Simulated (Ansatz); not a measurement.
**Sn-119 Mössbauer parameters in SnO₂**

Cell: a computed structure from the Materials Project (it need not be an observed phase), taken as it stands.

Space group I4/m (No. 87); a = 10.7466, c = 3.2325 Å.

| site | Wyckoff | site symmetry | x | y | z |
| --- | --- | --- | --- | --- | --- |
| Sn | 8h | m.. | 0.1689 | 0.3511 | 0.0000 |
| O5 | 8h | m.. | 0.9570 | 0.6610 | 0.5000 |
| O9 | 8h | m.. | 0.7944 | 0.8451 | 0.0000 |

One atom of each set is listed; the run and its k-mesh use a cell of 12 atoms with edges of 7.77, 7.77, 7.77 Å.

Level of theory: DFT, PBE, plane waves and PAW, scalar-relativistic, 420 eV cutoff, Γ-centred 8×8×8 k-points, Fermi–Dirac smearing 0.02 eV (Ansatz 0.2.0).

Isomer shifts (against SnO₂) follow from the electron density at the nucleus, δ = α(ρ − ρ₀), with α = 0.099 mm s⁻¹ a₀³ and ρ₀ = 183191.44 a₀⁻³ from a line fitted to 8 measured compounds at this level of theory (rms miss 0.12 mm/s). ΔE_Q = ½eQV_zz(1 + η²/3)^½ with Q = -0.132 b for the 23.9 keV state.

(1) Give the isomer shift and quadrupole splitting of each Sn site.

## Answers

(1) 

| site | atoms | first shell | ρ − ρ₀ (a₀⁻³) | δ (mm/s) | ΔE_Q (mm/s) | η |
| --- | --- | --- | --- | --- | --- | --- |
| Sn | 4 | 6 O at 2.06–2.14 Å | 2.0 | 0.19 | -0.63 | 0.40 |

The shift of Sn is typical of Sn(IV) in an ionic setting.

The largest force is 0.3 eV/Å, so the atoms aren't at the calculated equilibrium and relaxing them would move these values. Without spin–orbit coupling (the program notes it for Sn) the gradients are little affected as a rule: paired runs on crystals with a gap mostly move them by under 2 % at such atoms.
